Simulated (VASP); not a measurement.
A run of VASP 6.6.1 is set up as follows.

The input INCAR:

```
SYSTEM = SiO2
PREC = Accurate ; ENCUT = 600
EDIFF = 1E-6 ; ISMEAR = 0
SIGMA = 0.03 ; LREAL = .False.
LASPH = .True. ; NELM = 80
ALGO = Normal ; ISIF = 3
LWAVE = .False. ; LCHARG = .False.
GGA = PS ; IBRION = 2
NSW = 90 ; EDIFFG = -0.01
KPAR = 2
```

KPOINTS

```
Automatic mesh
0
Gamma
  8 8 10
  0 0 0
```

POSCAR

```
SiO2
1.0
    4.1773000000      0.0000000000      0.0000000000
    0.0000000000      4.1773000000      0.0000000000
    0.0000000000      0.0000000000      2.6652000000
Si O
2 4
Direct
    0.0000000000      0.0000000000      0.0000000000
    0.5000000000      0.5000000000      0.5000000000
    0.3059000000      0.3059000000      0.0000000000
    0.1941000000      0.8059000000      0.5000000000
    0.6941000000      0.6941000000      0.0000000000
    0.8059000000      0.1941000000      0.5000000000
```

Potentials or basis: VASP PAW PBE potentials, release 64 (Si, O).

Run with:

```sh
$ cat potpaw_PBE.64/Si/POTCAR potpaw_PBE.64/O/POTCAR > POTCAR
$ mpirun -np 2 vasp_std > vasp.out
```

Question: Estimate the band gap on the k mesh.

Answer: 5.34 eV, direct.

Question: Predict the relaxed volume.

Answer: 7.86 Å³/atom.

Final structure:
```cif
data_structure
_symmetry_space_group_name_H-M 'P 1'
_symmetry_Int_Tables_number 1
_cell_length_a 4.1921
_cell_length_b 4.1921
_cell_length_c 2.6827
_cell_angle_alpha 90.000
_cell_angle_beta 90.000
_cell_angle_gamma 90.000
_cell_volume 47.14
loop_
_atom_site_label
_atom_site_type_symbol
_atom_site_fract_x
_atom_site_fract_y
_atom_site_fract_z
_atom_site_occupancy
Si1 Si 0.00000 0.00000 0.00000 1
Si2 Si 0.50000 0.50000 0.50000 1
O1 O 0.30582 0.30582 0.00000 1
O2 O 0.19418 0.80582 0.50000 1
O3 O 0.69418 0.69418 0.00000 1
O4 O 0.80582 0.19418 0.50000 1
```

Caveat: the PAW data sets were made with another functional, which shifts forces and pressure a little. A k mesh can miss the band edges.
